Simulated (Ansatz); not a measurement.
All numbers below come from DFT PBE, scalar-relativistic, plane waves, PAW (Ansatz). Settings: cutoff 420 eV, Γ-centred meshes spaced at most about 0.3 Å⁻¹, and about 0.25 Å⁻¹ or finer for metals (2π included), Gaussian smearing. No spin polarisation in the final relaxations.

These are static total energies at zero pressure.

Two relaxed structures of MgSn4N:

A.

```
Mg Sn N
1.0
     5.56618    0.00000    0.00000
     0.00000    5.56618    0.00000
     0.00000    0.00000    5.56618
Mg Sn N
1 4 1
Direct
  0.50000 0.50000 0.50000
  0.22206 0.22206 0.22206
  0.22206 0.77794 0.77794
  0.77794 0.77794 0.22206
  0.77794 0.22206 0.77794
  0.00000 0.00000 0.00000
```

B.

```
Mg Sn N
1.0
     5.25638    0.00000    0.00000
    -2.62819    4.55216    0.00000
     0.00000    0.00000    5.86580
Mg Sn N
1 4 1
Cartesian
  0.0000 0.0000 2.9329
  0.0000 3.0348 2.9329
  2.6282 1.5174 2.9329
  0.0000 3.0348 0.0000
  2.6282 1.5174 0.0000
  0.0000 0.0000 0.0000
```

Question: Which form is favoured at zero pressure, and by what margin per atom?

Answer: A is lower, by 68 meV/atom. A has space group P-43m (No. 215), 28.7 Å³/atom and no gap on its mesh; B has space group P6/mmm (No. 191), 23.4 Å³/atom and no gap. The shortest distance is 2.14 Å (Sn–N) in A and 2.93 Å (Mg–N and Sn–Sn) in B. The lower one is the more open, so pressure narrows the difference. Even the lower one lies +0.55 eV/atom against the reference forms of the elements (uncorrected), so neither is stable at this level. In A, around Mg lie 4 Sn at 2.68 Å; around Sn lie 1 N at 2.14 Å and 1 Mg at 2.68 Å; N has 4 Sn at 2.14 Å. In B, Mg is surrounded by 2 N at 2.93 Å and 6 Sn at 3.03 Å; around Sn on its first site lie 5 Sn at 2.93–3.03 Å and 3 Mg at 3.03 Å; around N lie 2 Mg at 2.93 Å and 6 Sn at 3.03 Å; 1 more site not described. Both come from invented guesses. A third cell relaxed alike, in P4/mmm, lies 51 meV/atom below the lower of the two.

Cells relaxed within their symmetry can be saddle points.

Form A is favoured over B, but it is not the ground state, since the P4/mmm cell lies lower still. The preference for A probably comes from nitrogen bonding. Its N sits in a tetrahedron of Sn at 2.14 Å, a normal covalent Sn–N length, whereas in B the nearest neighbours of N, at 2.93 Å, are far beyond any usual Mg–N or Sn–N bond. B recovers part of that loss through denser packing and close Sn–Sn contacts, which suggests why the gap between the two is only 68 meV/atom.

Neither form gives Mg the short Mg–N bonds that make magnesium nitride stable, and forming either one from the elements means breaking the very strong bond of N₂. Both fit the positive formation energy. The missing gap says little about bonding: with one formula unit per cell the valence electron count is odd, so a calculation without spin must give a metal. Because Mg₃N₂ and Mg₂Sn are stable compounds, the true driving force for decomposition should be larger than the comparison with the elements indicates.
